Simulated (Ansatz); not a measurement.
**GaSb under changes of volume**

One of the cells (28.625 Å³/atom); the others are scaled copies at fixed shape and fractional positions:

```
Sb Ga
1.0
     0.00000    3.05900    3.05900
     3.05900    0.00000    3.05900
     3.05900    3.05900    0.00000
Sb Ga
1 1
Direct
  0.75000 0.75000 0.75000
  0.00000 0.00000 0.00000
```

- Program: Ansatz 0.2.0
- Functional: PBE
- Potentials or basis: Ansatz PAW
- Cutoff: 420 eV (not typed: the program's choice for these potentials)
- k mesh: 8 × 8 × 8
- Occupations: fermi-dirac, width 0.05 eV
- Spin: no spin polarisation

```csv
volume (Å³/atom),energy over the lowest point (meV/atom),pressure (GPa),gap on the mesh (eV)
26.907,?,?,?
27.480,34.39,4.8,0.33
28.052,19.70,3.5,0.18
28.625,9.39,2.3,none
29.197,2.93,1.3,none
29.770,0.00,0.4,none
30.342,0.29,-0.5,none
```

Question: What does the run at 26.907 Å³/atom give?

Answer: Energy over the lowest point 54.07 meV/atom; pressure 6.3 GPa; gap on the mesh 0.48 eV.

Worked out: A Birch-Murnaghan fit of order 3 (a polynomial in V^(-2/3)) to the other rows has its minimum at 30.00 Å³/atom with B0 = V·E''(V) = 45 GPa and B' = 4.3. It gives 53.87 meV/atom at 26.907 Å³/atom, against the run's 54.07, and -dE/dV = 6.2 GPa, against 6.3.

Energies are extrapolated to zero smearing.

Caveats: spin-orbit coupling is left out, which moves the levels of the heavy elements (some runs).

A mesh can miss the band edges.

A gap of «none» marks a metal or a gap under the smearing width.
